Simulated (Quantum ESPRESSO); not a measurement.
# ZrC in Quantum ESPRESSO: the effect of Hubbard term

Crystal: ZrC.

```xyz
2
Lattice="0.0000 2.5455 2.5455 2.5455 0.0000 2.5455 2.5455 2.5455 0.0000" Properties=species:S:1:pos:R:3 pbc="T T T"
Zr    2.5455    2.5455    2.5455
C     3.8183    3.8183    3.8183
```

The cell was built by a generator and needn't be a form met in nature.

Alike in all runs:

```yaml
Program: Quantum ESPRESSO 7.5
Task: Hubbard U by linear response
Functional: LDA
Potentials_or_basis: PseudoDojo 0.4.1 SR LDA standard
Cutoff: 1116 eV
Density_cutoff: 4463 eV
k_mesh: 6 × 6 × 6
Occupations: cold, width 0.2 eV
Spin: no spin polarisation
Start_of_the_occupations: default
Hubbard_projectors: ortho-atomic
Form_of_the_LDA_correlation: PW92
Mixing_beta: 0.3
Most_SCF_iterations: 120
SCF_threshold: 4e-10 Ry
q_mesh: 2 × 2 × 2
```

Q: One run gave: gap on the mesh 0.53 eV; pressure -1.9 GPa. Which Hubbard term did it use?
A. Zr d U = 0.0001 eV
B. Zr d U = 4.0 eV
C. Zr d U = 6.0 eV
D. Zr d U = 2.0 eV
E. Zr d U = 8.0 eV

A: B.

| Hubbard term | gap on the mesh (eV) | pressure (GPa) |
| --- | --- | --- |
| Zr d U = 0.0001 eV | 0.49 | -7.0 |
| Zr d U = 2.0 eV | 0.49 | -4.6 |
| Zr d U = 4.0 eV | 0.53 | -1.9 |
| Zr d U = 6.0 eV | 0.62 | 1.1 |
| Zr d U = 8.0 eV | 0.72 | 4.5 |

Caveats: this smearing can shift energies of a crystal with a gap; the U is typed as a test and isn't derived for this compound.

A k mesh can miss the band edges.
